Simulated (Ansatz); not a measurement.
Pressure against volume: Li₂O

```
CELL_PARAMETERS angstrom
0.00000 2.30950 2.30950
2.30950 0.00000 2.30950
2.30950 2.30950 0.00000
ATOMIC_POSITIONS crystal
Li 0.25000 0.25000 0.25000
Li 0.75000 0.75000 0.75000
O 0.00000 0.00000 0.00000
```

The cell is COD entry 1011372, as deposited and not checked against the literature; nothing was relaxed.

Methods: DFT, PBE, all-electron LAPW, scalar-relativistic (Ansatz 0.2.0); DFT, PBE, PAW with Ansatz's default frozen-core files, scalar-relativistic (Ansatz 0.2.0).

For LAPW: a Γ-centred 9×9×9 k mesh, Fermi–Dirac smearing of 0.03 eV, basis error target 0.5 meV/atom, no spin polarisation. PAW takes a cutoff of 420 eV at this cell. The Ansatz runs share mesh, smearing and spin set-up. Plane-wave (PAW) pressures include the program's estimate of the Pulay term.

The cell above is scaled evenly, with fractional coordinates and shape held.

```tsv
V/V(cell)	V (Å³/atom)	P, LAPW (GPa)	P, PAW (GPa)	gap on the k mesh, LAPW (eV)
0.9405	7.724	5.83	5.94	5.22
0.9700	7.966	?	?	?
1.0000	8.212	0.27	0.37	5.09
1.0300	8.459	-1.97	-1.89	5.02
1.0600	8.705	-3.91	-3.84	4.85
```

Question: Fill in the row V/V(cell) = 0.9700.

Answer: P, LAPW (GPa) = 2.87, P, PAW (GPa) = 2.98, gap on the k mesh, LAPW (eV) = 5.15.

Question: What do Birch–Murnaghan fits to the pressures give?

Answer: LAPW: V0 = 8.24 Å³/atom, B0 = 79 GPa, B0′ = 3.9; PAW: V0 = 8.25 Å³/atom, B0 = 79 GPa, B0′ = 3.8.

PAW's V0 lies 0.12 % from the all-electron value and its B0 0.1 %. Symmetry fixes shape and coordinates here, so this is the relaxed modulus.
